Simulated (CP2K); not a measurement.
The system is SnSe2.

```
Sn Se
1.0
     3.81100    0.00000    0.00000
    -1.90550    3.30042    0.00000
     0.00000    0.00000    6.13600
Sn Se
1 2
Direct
  0.00000 0.00000 0.00000
  0.66667 0.33333 0.75100
  0.33333 0.66667 0.24900
```

Base run:

- Program: CP2K 2026.2
- Functional: PBE
- Potentials or basis: POTENTIAL_UZH Sn GTH-PBE-q4, Se GTH-PBE-q6; TZVP-MOLOPT-PBE-GTH basis
- Density cutoff: 6123 eV
- k mesh: 8 × 8 × 5
- Occupations: fermi-dirac, width 0.01 eV
- Spin: no spin polarisation

Its results: band gap on the k mesh 0.76 eV, indirect (least direct gap 1.03 eV); pressure 6.9 GPa; largest force 0.989 eV/Å.

Q: The run is repeated on the same cell with these changes: functional from PBE to PBEsol; eps_default from 1.0E-9 to 1.0E-10. What comes out?

A: Band gap on the k mesh 0.68 eV, indirect (least direct gap 0.93 eV); pressure 5.7 GPa; largest force 1.075 eV/Å.

Caveats: spin-orbit coupling is left out, which moves the levels of the heavy elements; this functional lacks dispersion, which binds the layers, so the pressure and a relaxed spacing across them are unreliable; the basis of atomic orbitals isn't converged, which shifts pressures, moduli and gaps; the potentials were made for another functional, which shifts forces and pressure (some runs); the mesh misses the band edges, which the band path finds closer together (some runs).
